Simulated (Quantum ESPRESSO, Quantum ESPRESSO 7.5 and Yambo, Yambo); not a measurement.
**SiC (Moissanite): bands and cutoff in G0W0 with Yambo**

What does each rung of G0W0 on SiC (Moissanite) cost, and what does it buy?

Program: Quantum ESPRESSO 7.5 and Yambo 5.3.0. Level of theory: PBE and many-body steps on it, plane waves. Results are calculated unless marked as measured.

**1. The starting structure**

It takes space group P6_3mc (No. 186, hexagonal). Conventional cell: a = 3.076 Å, b = 3.076 Å, c = 5.048 Å, α = 90.00°, β = 90.00°, γ = 120.00°. Nearest to Si lie 4 C at 1.87 to 1.94 Å. Nearest to C lie 4 Si at 1.87 to 1.94 Å. Farther neighbours are not listed.

The cell and positions come from the Crystallography Open Database and are kept as given unless a step says otherwise.

**2. Empty states on the mesh, 6×6×4 mesh, 273 bands**

This step: Quantum ESPRESSO 7.5; DFT, PBE, plane waves, norm-conserving pseudopotentials.

The sums over transitions need many empty states on a uniform mesh; this step solves for them.

The input, pw.in:

```
&control
  calculation = 'nscf'
  prefix = 'x'
  outdir = 'o'
  pseudo_dir = 'pseudo'
/
&system
  ibrav = 0
  nat = 4
  ntyp = 2
  ecutwfc = 74.0
  nbnd = 273
  force_symmorphic = .true.
/
&electrons
  conv_thr = 1e-9
  electron_maxstep = 80
  diago_full_acc = .true.
  diago_thr_init = 5e-6
/
ATOMIC_SPECIES
  Si 28.085 Si.upf
  C 12.011 C.upf
CELL_PARAMETERS angstrom
  3.0760000000 0.0000000000 0.0000000000
  -1.5380000000 2.6638941420 0.0000000000
  0.0000000000 0.0000000000 5.0480000000
ATOMIC_POSITIONS crystal
  Si 0.3333333333 0.6666666667 0.0000000000
  Si 0.6666666667 0.3333333333 0.5000000000
  C 0.3333333333 0.6666666667 0.3850000000
  C 0.6666666667 0.3333333333 0.8850000000
K_POINTS automatic
  6 6 4 0 0 0
```

Launch:

```
$ OMP_NUM_THREADS=1 mpirun -n 8 pw.x -nk 4 -in pw.in > pw.out
```

The program printed:

```text
Program PWSCF v.7.5 starts

     This program is part of the open-source Quantum ESPRESSO suite
     for quantum simulation of materials; please cite
         "P. Giannozzi et al., J. Phys.:Condens. Matter 21 395502 (2009);
         "P. Giannozzi et al., J. Phys.:Condens. Matter 29 465901 (2017);
         "P. Giannozzi et al., J. Chem. Phys. 152 154105 (2020);
     in publications or presentations arising from this work. More details at

     Atomic positions and unit cell read from directory:
     o/x.save/

     Message from routine setup:
[...]
190.1673

          k = 0.0000 0.0000-0.3047 (  2978 PWs)   bands (ev):

[...]
77.8427  77.8427  77.8427  77.8427  78.6509  78.6509  79.2771  79.2771
     [... 23 further rows ...]
   185.6545 185.6545 188.1475 188.1475 188.1475 188.1475 191.6097 191.6097
   191.6097

          k = 0.0000 0.1925 0.0000 (  2982 PWs)   bands (ev):

     [... further k-points ...]

     highest occupied, lowest unoccupied level (ev):     9.8010   12.1304

     XML data file, pseudopotentials, collected wavefunctions

=------------------------------------------------------------------------------=
   JOB DONE.
=------------------------------------------------------------------------------=
```

Elapsed: 26 s, on 8 MPI ranks of Intel Xeon Platinum 8488C (Sapphire Rapids), shared host; peak memory 0.78 GiB; 3.4 min of CPU time.

This step gave:

```
gap                                                           : 2.329 eV
k of the valence top                                          : 0, 0, 0
k of the conduction bottom                                    : 0.3333, 0.3333, 0
least direct gap                                              : 4.083 eV
k points computed                                             : 24
lowest point of the top converged band, above the valence top : 180.3664 eV
```

On this mesh the gap is 2.329 eV.

The density comes from a self-consistent run that is not shown.

**3. Conversion and set-up**

This step: Yambo 5.3.0; conversion and set-up on PBE, plane waves, norm-conserving pseudopotentials.

The states are converted to the many-body program's format and the q mesh is built.

Launch:

```
$ (cd o/x.save; p2y > p2y.log; mv SAVE ../..); yambo > setup.log
```

The program printed:

```text
 Yambo, version 5.3.0

 [02] CORE Variables Setup
 =========================

  [02.01] Unit cells
  ==================

  Cell kind             :  HCP
  Atoms in the cell     :  Si  C
  number of Si atoms    :  2
  number of C  atoms    :  2

  List of atomic masses
  Mass of Si    :  28.08500
  Mass of C     :  12.01100

  List of atomic coordinates    : [cc]
  Si1       : -0.29064E-09   3.3560       0.0000      order 1
  Si2       :  2.906399  1.678010  4.769669  order 2
  C1       : -0.29064E-09   3.3560       3.6726      order 3
[...]
Q [ 1]         [rlu]:  0.000000  0.000000  0.000000
 Q [ 2]         [rlu]:  0.000000  0.000000  0.250000
 Q [ 3]         [rlu]:  0.000000  0.000000 -0.500000
[...]
Q [ 8]         [rlu]:  0.10530E-16  0.33333      0.25000
 Q [ 9]         [rlu]:  0.10530E-16  0.33333     -0.50000
 Q [10]         [rlu]: -0.15794E-16 -0.50000       0.0000
     [... 12 further rows ...]
 Q [23]         [rlu]: -0.10530E-16 -0.33333      0.25000
 Q [24]         [rlu]: -0.166667 -0.333333  0.250000

  [03.01] X indexes
  =================

   [03.01.01] Sigma indexes
   ========================

 [06] Game Over & Game summary
```

It took 3.4 s on 1 MPI rank; peak memory 0.25 GiB.

**4. 41 bands, 74.8 eV**

G0W0 replaces the xc potential by the self-energy, built once from these orbitals. Only a window of levels is corrected, while the sums run over the empty bands that the input names.

This step: G0W0 on PBE, plane waves, norm-conserving pseudopotentials.

The input, gw1.in:

```
HF_and_locXC
gw0
dyson
ppa
em1d
rim_cut
RandQpts= 1000000
RandGvec= 1 RL
EXXRLvcs= 74 Ry
VXCRLvcs= 296 Ry
Chimod= "HARTREE"
% BndsRnXp
 1 | 41 |
%
NGsBlkXp= 5.5 Ry
% LongDrXp
 1 | 1 | 1 |
%
% GbndRnge
 1 | 41 |
%
DysSolver= "n"
ExtendOut
PPAPntXp= 27.21138 eV
% QPkrange
 1 | 1 | 7 | 10 |
 19 | 19 | 7 | 10 |
 10 | 10 | 7 | 10 |
%
```

Launch:

```
$ OMP_NUM_THREADS=1 mpirun -n 8 yambo -F gw1.in -J gw1 -C gw1 > gw1.log
```

The program printed:

```text
 Yambo, version 5.3.0

 [02] CORE Variables Setup
 =========================

  [... cell, symmetries and grids as in the set-up ...]

  [02.05] Energies & Occupations
  ==============================

  [X] === General ===
  [X] Electronic Temperature                        :  0.000000  0.000000 [eV K]
  [X] Bosonic    Temperature                        :  0.000000  0.000000 [eV K]
  [X] Finite Temperature mode                       : no
  [X] El. density                                   :  0.38681E+24 [cm-3]
  [X] Fermi Level                                   :  9.800985 [eV]

  [X] === Gaps and Widths ===
  [X] Conduction Band Min                           :  2.329375 [eV]
  [X] Valence Band Max                              :  0.000000 [eV]
  [X] Filled Bands                                  :   8
  [X] Empty Bands                                   :    9  273
  [X] Direct Gap                                    :  4.082938 [eV]
  [X] Direct Gap localized at k                     :  10
  [X] Indirect Gap                                  :  2.329375 [eV]
  [X] Indirect Gap between kpts                     :   1  19
  [X] Last valence band width                       :  4.041689 [eV]
  [X] 1st conduction band width                     :  3.376941 [eV]

 [03] Transferred momenta grid and indexing
 ==========================================

 IBZ Q-points                                      :  24
 BZ  Q-points                                      :  144

 K/Q-points units:
 rlu = crystal or reduced units; cc = cartesian coordinates; iku = interal k-units

 Q [ 1]         [rlu]:  0.000000  0.000000  0.000000
 Q [ 2]         [rlu]:  0.000000  0.000000  0.250000
 Q [ 3]         [rlu]:  0.000000  0.000000 -0.500000
 Q [ 4]         [rlu]:  0.52648E-17  0.16667       0.0000
 Q [ 5]         [rlu]:  0.52648E-17  0.16667      0.25000
 Q [ 6]         [rlu]:  0.52648E-17  0.16667     -0.50000
 Q [ 7]         [rlu]:  0.10530E-16  0.33333       0.0000
 Q [ 8]         [rlu]:  0.10530E-16  0.33333      0.25000
 Q [ 9]         [rlu]:  0.10530E-16  0.33333     -0.50000
 Q [10]         [rlu]: -0.15794E-16 -0.50000       0.0000
     [... 12 further rows ...]
 Q [23]         [rlu]: -0.10530E-16 -0.33333      0.25000
 Q [24]         [rlu]: -0.166667 -0.333333  0.250000

 [04] Coloumb potential Random Integration (RIM)
 ===============================================

  [04.01] RIM initialization
  ==========================

  * Diagonal components only detected *

  8 x (sBL volume)        :  0.049368 [a.u.]
  sBZ random points       :  1000000
  Points outside the sBZ  :   7980387
  RL volume               :  0.888629 [a.u.]
  Integrated volume       :  0.890813 [a.u.]

  [04.02] RIM integrals
  =====================

  Gamma point sphere radius             :  0.066543 [a.u.]
  Points outside the sphere             :   800052
  [Int_sBZ(q=0) 1/q^2]*(Vol_sBZ)^(-1/3) =:  7.695808
                                 should be <:  7.795600

  Summary of Coulomb integrals for non-metallic bands |Q|[au] RIM/Bare

  Q [1] 0.100000E-4 0.987199 * Q [2] 0.164665 0.990669
  Q [4] 0.208024 1.087162 * Q [5] 0.265308 1.047720
  Q [22] 0.265308 1.048576 * Q [3] 0.329330 1.005629
  Q [13] 0.360308 1.031354 * Q [6] 0.389528 1.013153
  Q [14] 0.396152 1.024294 * Q [7] 0.416047 1.023896
  Q [23] 0.447448 1.020214 * Q [8] 0.447448 1.019652
[...]
Q [18] 0.641386 1.009561 * Q [11] 0.645430 1.011360
  Q [12] 0.705637 1.008844 * Q [19] 0.720615 1.009561
  Q [20] 0.739189 1.009023 * Q [21] 0.792303 1.007466

 [WARNING] [Xp] User bands 1-41 break level degeneracy

 [05] Dipoles
 ============

  [05.01] Setup: observables and procedures
  =========================================

  [WARNING] [x,Vnl] slows the Dipoles computation. To neglect it rename the ns.kb_pp file

 [06] Dynamic Dielectric Matrix (PPA)
 ====================================

 [SLK-Inversion]  Pools        :  2
 [SLK-Inversion]  BLACS grid   :  2  2

 [WR./gw1//ndb.pp]---------------------------------------------------------------
  Brillouin Zone Q/K grids (IBZ/BZ)                :   24  144   24  144
  RL vectors                                       :   3863 [WF]
  Coulomb cutoff potential                         : none
  Electronic Temperature                           :  0.000000 [K]
  Bosonic    Temperature                           :  0.000000 [K]
  PPA    diel. fun.  energies                      : Perdew, Burke & Ernzerhof(X)+Perdew, Burke & Ernzerhof(C)
  wavefunctions                                    : Perdew, Burke & Ernzerhof(X)+Perdew, Burke & Ernzerhof(C)
  Global Gauge                                     : length
  X matrix size                                    :   73
  X band range                                     :    1   41
  X e/h energy range                               : -1.000000 -1.000000 [eV]
  X Time ordering                                  : R
  X Hxc Kernel                                     : HARTREE
  X Drude frequency                                :  0.000000  0.000000
  X poles                                          :  100.0000 [o/o]
  RL vectors in the sum                            :   3863
  [r,Vnl] included                                 : yes
  Field direction                                  :  0.577350E-5  0.577350E-5  0.577350E-5
  BZ energy Double Grid                            : no
  BZ energy DbGd points                            : 0
  BZ Q point size factor                           : -1.000000
  X Optical Averaged directions                    : none

 [07] Local Exchange-Correlation + Non-Local Fock
 ================================================

 [VXC] Plane waves :  23969
 [EXS] Plane waves :  3009

 QP @ state[ 1 ] K range:  1  1
 QP @ state[ 1 ] b range:   7  10
 QP @ state[ 2 ] K range:  10  10
 QP @ state[ 2 ] b range:   7  10
 QP @ state[ 3 ] K range:  19  19
 QP @ state[ 3 ] b range:   7  10

 [xc] Functional : Perdew, Burke & Ernzerhof(X)+Perdew, Burke & Ernzerhof(C)
 [xc] LIBXC used to calculate xc functional
  PP Number of Atomic Species                      :  2
  NLCC RL compoments                               :  23969
  PP Number of Atomic Species                      :  2
  NLCC RL compoments                               :  23969

 [xc] E_xc :  -6.098306 [Ha]
      E_xc :  -12.19661 [Ry]

  Local XC kind (lXC) : Perdew, Burke & Ernzerhof(X)+Perdew, Burke & Ernzerhof(C)
  Non-Local XC kind (nlXC) : Hartree-Fock

  Corrections @ K [1] :  [eV]
 <7|nlXC|7> = -17.61870 -0.98525E-17 <7|lXC|7> = -15.05519  0.15105E-14
 <8|nlXC|8> = -17.20569 -0.11706E-17 <8|lXC|8> = -14.88224  0.000000
 <9|nlXC|9> = -7.046528 -0.86160E-18 <9|lXC|9> = -12.18814  0.000000
 <10|nlXC|10> = -7.235779  0.11432E-17 <10|lXC|10> = -12.74597  0.000000

  Corrections @ K [10] :  [eV]
 <7|nlXC|7> = -15.99155 -0.86749E-17 <7|lXC|7> = -12.72520 -0.12981E-15
 <8|nlXC|8> = -17.61855 -0.14570E-16 <8|lXC|8> = -14.53465  0.000000
[...]
Corrections @ K [19] :  [eV]
[...]
<8|nlXC|8> = -16.82049  0.22590E-16 <8|lXC|8> = -12.97933  0.000000
 <9|nlXC|9> = -5.568475  0.24684E-17 <9|lXC|9> = -9.841561  0.000000
 <10|nlXC|10> = -6.215598  0.26323E-17 <10|lXC|10> = -12.29095  0.18882E-15

 [08] Dyson equation: Newton solver
 ==================================

  [08.01] G0W0 (W PPA)
  ====================

  [  GW  ] Bands range     :    1   41
  [GW/PPA] G damping       :  0.100000 [eV]

  QP @ state[ 1 ] K range:  1  1
  QP @ state[ 1 ] b range:   7  10
  QP @ state[ 2 ] K range:  10  10
  QP @ state[ 2 ] b range:   7  10
  QP @ state[ 3 ] K range:  19  19
  QP @ state[ 3 ] b range:   7  10

   Sc/G bands                                       :    1   41
   Sc/G damping                                     :  0.100000 ev
   Sc bands terminator                              : no
   Sx RL components                                 :  3009

   QP @ state[ 1 ] K range                          :  1  1
   QP @ state[ 1 ] b range                          :   7  10
   QP @ state[ 2 ] K range                          :  10  10
   QP @ state[ 2 ] b range                          :   7  10
   QP @ state[ 3 ] K range                          :  19  19
   QP @ state[ 3 ] b range                          :   7  10
   GF energies kind                                 : Perdew, Burke & Ernzerhof(X)+Perdew, Burke & Ernzerhof(C)
   GF WF`s kind                                     : Perdew, Burke & Ernzerhof(X)+Perdew, Burke & Ernzerhof(C)
   Xs energies kind                                 : Perdew, Burke & Ernzerhof(X)+Perdew, Burke & Ernzerhof(C)
   Xs WF`s kind                                     : Perdew, Burke & Ernzerhof(X)+Perdew, Burke & Ernzerhof(C)

 [11] Game Over & Game summary
```

It took 48 s on 8 MPI ranks; peak memory 3.2 GiB.

This step gave:

```yaml
g0w0_gap_on_the_points_computed: 2.744 eV
starting_gap_on_the_mesh: 2.329 eV
k_of_the_valence_top: 0, 0, 0
k_of_the_conduction_bottom: 0.3333, 0.3333, 0
least_direct_g0w0_gap_on_the_computed_points: 4.841 eV
z_at_the_valence_top: 0.8057
z_at_the_conduction_bottom: 0.8314
```

The gap on the mesh goes from 2.33 eV to 2.74 eV, a correction of +0.41 eV.

[end of part 1 of 2]

[Paths, hosts, dates, memory and timing lines, banners, echoed tables and standing remarks are left out of the program output.]

[Logs are printed without paths, hosts, clocks, repeated set-up lines and the standing remarks that a program may print on its own settings, such as how far it seeks lower states.]

[Runs of the session that timed out or met a known fault of the program may be left out.]

[Hosts, paths, dates, database ids (printed as entryN), source tags and the programs' standing remarks are cut or masked in the printed files.]
